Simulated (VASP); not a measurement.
# Si2Mo (I4/mmm) in VASP: further runs, part 2 of 2

VASP 6.6.1. The steps go on from the part before.

## 3. Equation of state, RPBE+D3(BJ) (atoms moved at random, drawn with an rms of 0.05 Å)

run.py reads:

```python
from ase import Atoms
from ase.calculators.vasp import Vasp
from ase.eos import EquationOfState
from ase.io import Trajectory
from ase.units import GPa

atoms = Atoms(
    ['Mo', 'Si', 'Si'],
    cell=[[-1.6, 1.6, 3.9305], [1.6, -1.6, 3.9305], [1.6, 1.6, -3.9305]],
    scaled_positions=[[-0.012864, -0.000714, -0.018643], [0.66361, 0.660088, -0.014347], [0.357452, 0.342267, 0.018302]],
    pbc=True,
)
calc = Vasp(
    directory='calc',
    xc='rpbe',
    pp='PBE',
    setups='materialsproject',
    prec='Accurate',
    encut=520,
    ediff=1e-06,
    ismear=-5,
    sigma=0.01,
    lreal=False,
    lasph=True,
    nelm=60,
    algo='Normal',
    isif=2,
    lwave=False,
    lcharg=False,
    ivdw=12,
    kpts=[4, 4, 4],
    gamma=True,
)
atoms.calc = calc
cell = atoms.cell.copy()
volumes, energies = [], []
traj = Trajectory('eos.traj', 'w')
for x in [0.94, 0.96, 0.98, 1.0, 1.02, 1.04, 1.06]:
    atoms.set_cell(cell * x ** (1 / 3), scale_atoms=True)
    volumes.append(atoms.get_volume())
    energies.append(atoms.get_potential_energy())
    traj.write(atoms)
    print(f'{x:5.2f} {volumes[-1]:12.5f} {energies[-1]:14.6f}')

v0, e0, B = EquationOfState(volumes, energies, eos='murnaghan').fit()
print(f'V0 = {v0:.4f} A^3, E0 = {e0:.6f} eV, B = {B / GPa:.2f} GPa')
```

Potentials or basis: VASP PAW PBE potentials, release 64 (Mo_pv, Si).

Command:

```bash
> python run.py
```

What it wrote:

```text
0.94     37.83342     -31.093016
 0.96     38.63839     -30.982816
 0.98     39.44335     -30.851134
 1.00     40.24832     -30.700365
 1.02     41.05329     -30.532688
 1.04     41.85825     -30.350137
 1.06     42.66322     -30.154457
<dir> UserWarning: The minimum volume of your fit is not in your volumes.  You may not have a minimum in your dataset!
  warnings.warn(
V0 = 35.2521 A^3, E0 = -31.262086 eV, B = 330.39 GPa
```

OUTCAR:

```text
ENCUT = 520.000000
   EDIFF = 1.00e-06
   GGA = RP
   PREC = Accurate
   ISIF = 2
   ISMEAR = -5
   NELM = 60
   IVDW = 12
   LASPH = .TRUE.
   LREAL = .FALSE.
 IVDW          = 12

 ion  position               nearest neighbor table
   1  0.987  0.999  0.981-   3 2.57   3 2.59   2 2.63   2 2.66   2 2.67   2 2.67   2 2.70   3 2.70
                             3 2.71   3 2.72
   2  0.664  0.660  0.986-   3 2.62   3 2.63   1 2.63   1 2.66   3 2.66   1 2.67   1 2.67   1 2.70
                             3 2.71   3 2.75
   3  0.357  0.342  0.018-   1 2.57   1 2.59   2 2.62   2 2.63   2 2.66   1 2.70   2 2.71   1 2.71
                             1 2.72   2 2.75

  LATTYP: Found a body centered tetragonal cell.
 ALAT       =     3.2627610318
 C/A-ratio  =     2.4565625000

  Lattice vectors:

 A1 = (  -1.6313805159,   1.6313805159,   4.0075881985)
 A2 = (   1.6313805159,  -1.6313805159,   4.0075881985)
 A3 = (   1.6313805159,   1.6313805159,  -4.0075881985)

Analysis of symmetry for initial positions (statically):
=====================================================================
 Subroutine PRICEL returns:
 Original cell was already a primitive cell.

 Routine SETGRP: Setting up the symmetry group for a
 body centered tetragonal supercell.

 Subroutine GETGRP returns: Found  1 space group operations
 (whereof  1 operations were pure point group operations)
 out of a pool of 16 trial point group operations.

The static configuration has the point symmetry C_1 .

Analysis of symmetry for dynamics (positions and initial velocities):
=====================================================================
 Subroutine PRICEL returns:
 Original cell was already a primitive cell.

 Routine SETGRP: Setting up the symmetry group for a
 body centered tetragonal supercell.

 Subroutine GETGRP returns: Found  1 space group operations
 (whereof  1 operations were pure point group operations)
 out of a pool of 16 trial point group operations.

The dynamic configuration has the point symmetry C_1 .

 Subroutine INISYM returns: Found  1 space group operations
 (whereof  1 operations are pure point group operations),
 and found     1 'primitive' translations

----------------------------------------------------------------------------------------

                                     Primitive cell

  volume of cell :      42.6632

  direct lattice vectors                    reciprocal lattice vectors
    -1.631380516  1.631380516  4.007588199     0.000000000  0.306488888  0.124763318
     1.631380516 -1.631380516  4.007588199     0.306488888  0.000000000  0.124763318
[... 105 lines left out ...]
   EFERMI_NEDOS =   21; number of points for ismear=-14 and -15
   IALGO  =     38    algorithm
   IMIX   =      4    mixing-type and parameters
     AMIX     =   0.40;   BMIX     =  1.00
     AMIX_MAG =   1.60;   BMIX_MAG =  1.00
  volume/ion in A,a.u.               =      14.22        95.97
  Fermi-wavevector in a.u.,A,eV,Ry     =   1.271746  2.403251 22.005209  1.617337
  Thomas-Fermi vector in A             =   2.404662
   LORBIT       =      0    0 simple, 1 ext, 2 COOP (PROOUT), +10 PAW based schemes
   GGA     = RP    functional components
   LHFCALC =     F    Hartree Fock is set to
   AEXX    =    0.0000 exact exchange contribution
   IVDW    =    12    specifies the selected vdW correction
   LEPSILON=     F    determine dielectric tensor
   LRPA    =     F    only Hartree local field effects (RPA)
 non-spin polarized calculation
 Fermi weights with tetrahedron method with Bloechl corrections
  energy-cutoff  :      520.00
  volume of cell :       42.66
 maximum number of plane-waves:      1168
 NGX is ok and might be reduce to    36
   NGX = 17   NGY = 17   NGZ = 17

 number of electron      20.0000001 magnetization

 Free energy of the ion-electron system (eV)
  ---------------------------------------------------
  ext. energy  EPLUGINS =         0.00000000
  ---------------------------------------------------
  free energy    TOTEN  =       -21.95987396 eV

  energy without entropy =      -21.95987396  energy(sigma->0) =      -21.95987396

 E-fermi :  11.3970     XC(G=0): -12.0782

 val. band max:       11.7144627186   @ k =  -0.2500  -0.2500   0.2500
 cond. band min:      10.9198089002   @ k =   0.5000   0.5000   0.5000
 fundamental gap:     -0.7946538184
 Fermi energy:        11.3970362353

 k-point     1 :       0.0000    0.0000    0.0000
  band No.  band energies     occupation
      1     -23.5896      2.00000
      2     -23.5289      2.00000
      3     -23.5192      2.00000
      4      -1.6611      2.00000
      5       5.2646      2.00000
      6       7.7917      2.00000
      7       8.5279      2.00000
      8       8.8776      2.00000
      9       8.9212      2.00000
     10      11.6654      1.66468
     11      14.0992      0.00000
     12      14.5402      0.00000
     13      14.7153      0.00000
     14      14.7647      0.00000
[... 377 lines left out ...]
      1     -23.7036      2.00000
      2     -23.7010      2.00000
      3     -23.5420      2.00000
      4       2.4721      2.00000
      5       5.0382      2.00000
      6       5.8966      2.00000
      7       6.1701      2.00000
      8       7.1368      2.00000
      9       8.4761      2.00000
     10      10.0707      2.00000
     11      13.4708      0.00000
     12      13.7935      0.00000
     13      14.2207      0.00000
     14      14.4996      0.00000

 [... further k-points ...]

------------------------ aborting loop because EDIFF is reached ----------------------------------------

 Edisp (eV)   -8.19458

 E8    (eV) :    -5.3205

  FORCE on cell =-STRESS in cart. coord.  units (eV):
  Direction    XX          YY          ZZ          XY          YZ          ZX
  --------------------------------------------------------------------------------------
  -------------------------------------------------------------------------------------
  Total     -10.37859   -10.89731   -10.84919     0.05007     0.15705     0.05795
  in kB    -389.75816  -409.23839  -407.43124     1.88039     5.89797     2.17630
  external pressure =     -402.14 kB  Pullay stress =        0.00 kB

 VOLUME and BASIS-vectors are now :
 -----------------------------------------------------------------------------
  energy-cutoff  :      520.00
  volume of cell :       42.66
      direct lattice vectors                 reciprocal lattice vectors
    -1.631380516  1.631380516  4.007588199     0.000000000  0.306488888  0.124763318
     1.631380516 -1.631380516  4.007588199     0.306488888  0.000000000  0.124763318
     1.631380516  1.631380516 -4.007588199     0.306488888  0.306488888  0.000000000

 POSITION                                       TOTAL-FORCE (eV/Angst)
 -----------------------------------------------------------------------------------
      1.62079      1.58115      4.02789        -0.003280      0.607589      0.268964
      1.60223      1.61372      1.35475         0.187266      0.094878     -0.086434
      0.00509      0.05463      2.73084        -0.183987     -0.702468     -0.182530
 -----------------------------------------------------------------------------------
    total drift:                               -0.000008      0.000096     -0.000026

  FREE ENERGIE OF THE ION-ELECTRON SYSTEM (eV)
  ---------------------------------------------------
  free  energy   TOTEN  =       -30.1544568020 eV

  energy  without entropy=      -30.1544568020  energy(sigma->0) =      -30.15445680
```

INCAR:

```text
ENCUT = 520.000000
SIGMA = 0.010000
EDIFF = 1.00e-06
ALGO = Normal
GGA = RP
PREC = Accurate
ISIF = 2
ISMEAR = -5
NELM = 60
IVDW = 12
LASPH = .TRUE.
LCHARG = .FALSE.
LWAVE = .FALSE.
LREAL = .FALSE.
```

Run time: 3.9 min. Hardware: 1 thread of Intel Xeon Platinum 8488C (Sapphire Rapids), shared host; peak memory 0.21 GiB.

These settings aren't checked as converged (typed here: k = 4 × 4 × 4; ISMEAR = -5; SIGMA = 0.01): the numbers below hold their error.

What came out:

- Equilibrium volume: 11.73 Å³/atom (rough: see the caveat)
- Bulk modulus at fixed shape and positions: 316 GPa (rough)

Caveat: the k mesh is coarse (spacing up to 0.69 Å⁻¹), so the values aren't converged; the minimum lies outside the volumes run; the cell was scaled at fixed shape and fractional positions, which overstates the stiffness of a crystal with free parameters, most of all of layers and chains; the PAW data sets were made with another functional, which shifts forces and pressure a little.
